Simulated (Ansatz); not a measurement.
Al$_{2}$Pt: how the free axis answers a strain

Al$_{2}$Pt, Fm-3m, a = 5.897 Å. The structure is a COD entry; whether it is the stable form wasn't checked. Ansatz: PBEsol, PAW, 420 eV, Γ-centred 8×8×6 mesh on 6 atoms, Gaussian smearing 0.10 eV; no spin polarisation. Series: biaxial strain in the a-b plane, c and atoms relaxed; x is the strain in per cent. The axes a, b, c are those of the computed cell (4.169, 4.169, 5.897 Å), along [1 1 0], [-1 1 0], [0 0 1] of the cell named above. y is the change of c in per cent of 5.897 Å.

| x (%) | y (%) |
| --- | --- |
| -4.5 | 6.40 |
| -3.0 | 4.11 |
| -1.5 | 2.00 |
| 0.0 | 0.00 |
| 1.5 | -1.90 |
| 3.0 | ? |
| 4.5 | -4.86 |

**Question.** Fit y = c1 x + c2 x² to the other rows, say what c1 measures, and predict the missing y.

**Answer.** Least squares on the rows shown. y = −1.256 x + 0.03784 x². With no stress along c, c1 = −2C12/C11 = -1.256. At x = 3.0 the fit asked for gives -3.43 %. The run gave -3.43 %, the same to the digits shown.

Spin–orbit coupling is left out, which can shift energies with elements as heavy as these.